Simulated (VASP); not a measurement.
# Si (Imma) in VASP: phonons with LDA

Aim: the phonons of Si with LDA.

Everything below comes from runs of VASP 6.6.1. Logs are shortened: lines on timing, memory, paths and dates and some standing lists are left out, and cuts for length are marked.

**1. The structure**

Symmetry: Imma, No. 74, orthorhombic system. Conventional cell: a = 3.838 Å, b = 3.879 Å, c = 5.411 Å, α = 90.00°, β = 90.00°, γ = 90.00°. Si (site symmetry mm2) is surrounded by 4 Si at 2.35 to 2.36 Å.

**2. Phonons, LDA**

Contents of POSCAR:

```
Si
1.0
    0.0144304315      2.7282245685      2.7056858789
    2.7282245685      0.0144304315      2.7056858789
    2.7426550000      2.7426550000      0.0000000000
Si
2
Direct
    0.0006819000      0.0006819000      0.9993180000
    0.2493180000      0.2493180000      0.2506820000
```

Contents of INCAR.step1:

```
SYSTEM = Si
PREC = Accurate
ENCUT = 600
EDIFF = 1E-8
ISMEAR = 0
SIGMA = 0.01
LREAL = .False.
LASPH = .True.
NELM = 100
ALGO = Fast
ISIF = 3
LWAVE = .False.
LCHARG = .False.
IBRION = 2
NSW = 40
EDIFFG = -0.002
```

Contents of INCAR.step2:

```
SYSTEM = Si
PREC = Accurate
ENCUT = 600
EDIFF = 1E-8
ISMEAR = 0
SIGMA = 0.01
LREAL = .False.
LASPH = .True.
NELM = 100
ALGO = Fast
ISIF = 2
LWAVE = .False.
LCHARG = .False.
IBRION = 8
NSW = 1
```

Contents of KPOINTS:

```
Automatic mesh
0
Gamma
  10 10 10
  0 0 0
```

Potentials or basis: VASP PAW LDA potentials, release 64 (Si).

Started as:

```sh
> cat potpaw_LDA.64/Si/POTCAR > POTCAR
> cp INCAR.step1 INCAR
> mpirun -np 1 vasp_std > vasp.out
> cp CONTCAR POSCAR
> cp INCAR.step2 INCAR
> mpirun -np 1 vasp_std > vasp.out
```

OUTCAR:

```text
SYSTEM = Si
   PREC = Accurate
   ENCUT = 600
   EDIFF = 1E-8
   ISMEAR = 0
   LREAL = .False.
   LASPH = .True.
   NELM = 100
   ISIF = 2
   IBRION = 8
   NSW = 1

 ion  position               nearest neighbor table
   1  1.000  1.000  0.000-   2 2.34   2 2.34   2 2.34   2 2.34
   2  0.250  0.250  0.250-   1 2.34   1 2.34   1 2.34   1 2.34

  LATTYP: Found a body centered orthorhombic cell.
 ALAT       =     3.8203962780
 B/A-ratio  =     1.0001186074
 C/A-ratio  =     1.4141476797

  Lattice vectors:

 A1 = (   0.0001602046,  -2.7015883196,  -2.7013022659)
 A2 = (  -0.0001602046,   2.7015883196,  -2.7013022659)
 A3 = (   2.7015883196,  -0.0001602046,   2.7013022659)

Analysis of symmetry for initial positions (statically):
=====================================================================
 Subroutine PRICEL returns:
 Original cell was already a primitive cell.

 Routine SETGRP: Setting up the symmetry group for a
 body centered orthorhombic supercell.

 Subroutine GETGRP returns: Found  8 space group operations
 (whereof  4 operations were pure point group operations)
 out of a pool of  8 trial point group operations.

The static configuration has the point symmetry C_2v.
 The point group associated with its full space group is D_2h.

Analysis of symmetry for dynamics (positions and initial velocities):
=====================================================================
 Subroutine PRICEL returns:
 Original cell was already a primitive cell.

 Routine SETGRP: Setting up the symmetry group for a
 body centered orthorhombic supercell.

 Subroutine GETGRP returns: Found  8 space group operations
 (whereof  4 operations were pure point group operations)
 out of a pool of  8 trial point group operations.

The dynamic configuration has the point symmetry C_2v.
 The point group associated with its full space group is D_2h.

 Subroutine INISYM returns: Found  8 space group operations
 (whereof  4 operations are pure point group operations),
 and found     1 'primitive' translations

----------------------------------------------------------------------------------------

                                     Primitive cell

  volume of cell :      39.4313

  direct lattice vectors                    reciprocal lattice vectors
    -0.000160205  2.701588320  2.701302266    -0.185065337  0.185065337  0.185095910
     2.701588320 -0.000160205  2.701302266     0.185065337 -0.185065337  0.185095910
     2.701428115  2.701428115  0.000000000     0.185087287  0.185087287 -0.185095910

  length of vectors
     3.820420580  3.820420580  3.820396278     0.320560218  0.320560218  0.320585563

  position of ions in fractional coordinates (direct lattice)
     0.999983702  0.999983702  0.000016198
     0.250016198  0.250016198  0.249983802

  ion indices of the primitive-cell ions
   primitive index   ion index
                 1           1
                 2           2

----------------------------------------------------------------------------------------

 KPOINTS: Automatic mesh

Automatic generation of k-mesh.
 Grid dimensions read from file:
 generate k-points for:   10   10   10

 Generating k-lattice:

  Cartesian coordinates                     Fractional coordinates (reciprocal lattice)
    -0.018506534  0.018506534  0.018509591     0.100000000 -0.000000000  0.000000000
     0.018506534 -0.018506534  0.018509591    -0.000000000  0.100000000  0.000000000
     0.018508729  0.018508729 -0.018509591    -0.000000000 -0.000000000  0.100000000

  Length of vectors
     0.032056022  0.032056022  0.032058556

[... 85 lines left out ...]
 RMM-DIIS sequential band-by-band and
 Gauss-broadening in eV      SIGMA  =   0.01
  energy-cutoff  :      600.00
  volume of cell :       39.43
 maximum number of plane-waves:      1363
   NGX = 15   NGY = 15   NGZ = 15

--------------------------------------- Ionic step        1  -------------------------------------------

 number of electron       7.9999999 magnetization

 Free energy of the ion-electron system (eV)
  ---------------------------------------------------
  ext. energy  EPLUGINS =         0.00000000
  ---------------------------------------------------
  free energy    TOTEN  =       -11.91928965 eV

  energy without entropy =      -11.91928965  energy(sigma->0) =      -11.91928965

 E-fermi :   6.0161     XC(G=0):  -9.6634

 val. band max:        5.9283025597   @ k =   0.0000   0.0000   0.0000
 cond. band min:       6.3804233106   @ k =   0.4000   0.4000   0.0000
 fundamental gap:      0.4521207508
 Fermi energy:         6.0161077552

 k-point     1 :       0.0000    0.0000    0.0000
  band No.  band energies     occupation
      1      -6.1350      2.00000
      2       5.9263      2.00000
      3       5.9281      2.00000
      4       5.9283      2.00000
      5       8.4578      0.00000
      6       8.4578      0.00000
      7       8.4586      0.00000
      8       9.3132      0.00000
[... 243 lines left out ...]
 k-point    24 :       0.4000    0.3000    0.0000
  band No.  band energies     occupation
      1      -3.9429      2.00000
      2       0.4863      2.00000
      3       3.0140      2.00000
      4       3.4573      2.00000
      5       6.8656      0.00000
      6       8.0588      0.00000
      7      12.8747      0.00000
      8      12.9904      0.00000

 [... further k-points ...]
[... 5 lines left out ...]
  --------------------------------------------------------------------------------------
  -------------------------------------------------------------------------------------
  Total       -0.0015993     -0.0015993      0.0009189      0.0013353      0.0000000      0.0000000
  in kB       -0.0649840     -0.0649840      0.0373369      0.0542541      0.0000000      0.0000000
  external PRESSURE =      -0.0308770 kB  Pullay stress =       0.0000000 kB

 VOLUME and BASIS-vectors are now :
 -----------------------------------------------------------------------------
  energy-cutoff  :      600.00
  volume of cell :       39.43
      direct lattice vectors                 reciprocal lattice vectors
    -0.000160205  2.701588320  2.701302266    -0.185065337  0.185065337  0.185095910
     2.701588320 -0.000160205  2.701302266     0.185065337 -0.185065337  0.185095910
     2.701428115  2.701428115  0.000000000     0.185087287  0.185087287 -0.185095910

 POSITION                                       TOTAL-FORCE (eV/Angst)
 -----------------------------------------------------------------------------------
      2.70143      2.70143      5.40252        -0.000000     -0.000000      0.001204
      1.35071      1.35071      1.35074         0.000000      0.000000     -0.001204
 -----------------------------------------------------------------------------------
    total drift:                               -0.000000     -0.000000     -0.000023

  FREE ENERGIE OF THE ION-ELECTRON SYSTEM (eV)
  ---------------------------------------------------
  free  energy   TOTEN  =       -11.9192896508 eV

  energy  without entropy=      -11.9192896508  energy(sigma->0) =      -11.91928965

[... ionic steps 2 to 3 ...]

--------------------------------------- Ionic step        4  -------------------------------------------

------------------------ aborting loop because EDIFF is reached ----------------------------------------

[... ionic steps 5 to 5 ...]

--------------------------------------- Ionic step        6  -------------------------------------------

 Free energy of the ion-electron system (eV)
  ---------------------------------------------------
  ---------------------------------------------------
  free energy    TOTEN  =        -0.01774044 eV

  energy without entropy =       -0.01774044

------------------------ aborting loop because EDIFF is reached ----------------------------------------

 INTERNAL STRAIN TENSOR  FOR ION    1  DIRECTION 3   (eV/Angst):
 -----------------------------------------------------------------------------
    -0.00054  9.68184  0.00000
     9.68184 -0.00054  0.00000
     0.00000  0.00000  0.01086

 INTERNAL STRAIN TENSOR FOR ION    2 for displacements in x,y,z  (eV/Angst):
          X           Y           Z          XY          YZ          ZX
  --------------------------------------------------------------------------------
  x     0.00000     0.00000     0.00000     0.00000    -9.74033    -0.28144
  y     0.00000     0.00000     0.00000     0.00000     0.25806    -9.55033
  z     0.00054     0.00054    -0.01086    -9.68184     0.00000     0.00000

 SECOND DERIVATIVES (NOT SYMMETRIZED)
 ------------------------------------
               1X          1Y          1Z          2X          2Y          2Z
  1X   -13.586605    0.003551    0.000000   13.586605   -0.003551    0.000000
  1Y     0.003551  -13.586605    0.000000   -0.003551   13.586605    0.000000
  1Z     0.000000    0.000000  -13.571558    0.000000    0.000000   13.571558
  2X    13.586605   -0.003551    0.000000  -13.586605    0.003551    0.000000
  2Y    -0.003551   13.586605    0.000000    0.003551  -13.586605    0.000000
  2Z     0.000000    0.000000   13.571558    0.000000    0.000000  -13.571558

 Eigenvectors and eigenvalues of the dynamical matrix
 ----------------------------------------------------

   1 f  =   15.379447 THz    96.631918 2PiTHz  513.003147 cm-1    63.604255 meV
             X         Y         Z           dx          dy          dz
      2.701428  2.701428  5.402516    -0.500000    0.500000    0.000000
      1.350714  1.350714  1.350739     0.500000   -0.500000   -0.000000
[... 16 lines left out ...]
   5 f  =    0.000000 THz     0.000000 2PiTHz    0.000002 cm-1     0.000000 meV
             X         Y         Z           dx          dy          dz
      2.701428  2.701428  5.402516     0.706530    0.027989   -0.005663
      1.350714  1.350714  1.350739     0.706530    0.027989   -0.005663

   6 f/i=    0.000000 THz     0.000001 2PiTHz    0.000006 cm-1     0.000001 meV
             X         Y         Z           dx          dy          dz
      2.701428  2.701428  5.402516     0.003543    0.053230    0.705091
      1.350714  1.350714  1.350739     0.003543    0.053230    0.705091

--------------------------------------------------------------------------------------------------------

 ELASTIC MODULI CONTR FROM IONIC RELAXATION (kBar)
 Direction    XX          YY          ZZ          XY          YZ          ZX
 --------------------------------------------------------------------------------
 XX          -0.0000     -0.0000      0.0000      0.0156      0.0000     -0.0000
 YY          -0.0000     -0.0000      0.0000      0.0156      0.0000     -0.0000
 ZZ           0.0000      0.0000     -0.0004     -0.3148     -0.0000      0.0000
 XY           0.0156      0.0156     -0.3148   -280.6437     -0.0000      0.0000
 YZ           0.0000      0.0000     -0.0000     -0.0000   -283.9252     -0.9004
 ZX          -0.0000     -0.0000      0.0000      0.0000     -0.9004   -273.0099
 --------------------------------------------------------------------------------
```

It took 4.7 min on 1 thread of Intel Xeon Platinum 8488C (Sapphire Rapids), shared host; peak memory 0.48 GiB.

Results:

- Relaxed volume: 19.72 Å³/atom
- Relaxed cell: a = 3.820 Å, b = 3.820 Å, c = 3.820 Å, α = 60.00°, β = 60.00°, γ = 60.01°
- Space group after relaxing (to 0.05 Å): Fd-3m (No. 227)
- Highest phonon frequency at Γ: 513 cm⁻¹

Step by step:
```
step  energy change (eV)  largest force (eV/Å)  pressure (GPa)  volume (Å³)
   1              0.0000                0.0002           -1.96        40.28
   2             -0.0038                0.0921            1.47        38.85
   3             -0.0063                0.0532            0.09        39.39
   4             -0.0068                0.0128            0.05        39.41
   5             -0.0068                0.0159            0.02        39.42
   6             -0.0068                0.0134           -0.02        39.44
   7             -0.0069                0.0012            0.00        39.43
```

Final structure:
```
CELL_PARAMETERS angstrom
-0.00016 2.70159 2.70130
2.70159 -0.00016 2.70130
2.70143 2.70143 0.00000
ATOMIC_POSITIONS crystal
Si 0.99998 0.99998 0.00002
Si 0.25002 0.25002 0.24998
```

Phonon frequencies in cm⁻¹ (negative: imaginary):
```tsv
q point	frequencies
(0.000, 0.000, 0.000)	0 0 0 513 513 513
```
